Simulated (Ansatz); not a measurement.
The parent structure is BaSnO₃ in the cubic perovskite structure (space group Pm-3m, No. 221; a = 4.176 Å).

Computed with Kohn–Sham DFT with the PBE functional, run in Ansatz (an electronic-structure program) with PAW and 420 eV plane waves, spin-orbit coupling left out.

One change was made to it. Results:

| quantity | base | after |
|---|---|---|
| electron mass | 0.13 mₑ (at Γ) | 0.14 mₑ (at Γ) |
| volume per atom | 14.56 Å³ | 14.47 Å³ |
| band gap | 0.48 eV | 0.56 eV |
| smallest direct gap | 0.97 eV | 1.05 eV |

Question: Name the change that was made.
(A) pressure 0.9 GPa
(B) pressure −1 GPa
(C) pressure 30 GPa

Answer: A, pressure 0.9 GPa. For comparison, the band gap in the other runs: pressure 30 GPa gives 2.50 eV; pressure −1 GPa gives 0.39 eV.

Load acts through the strain it causes; cell and atoms are relaxed under it. Masses are band curvatures over ±0.01 Å⁻¹ around the edge. No phonon test of stability was made. Competing high-pressure phases were not computed.
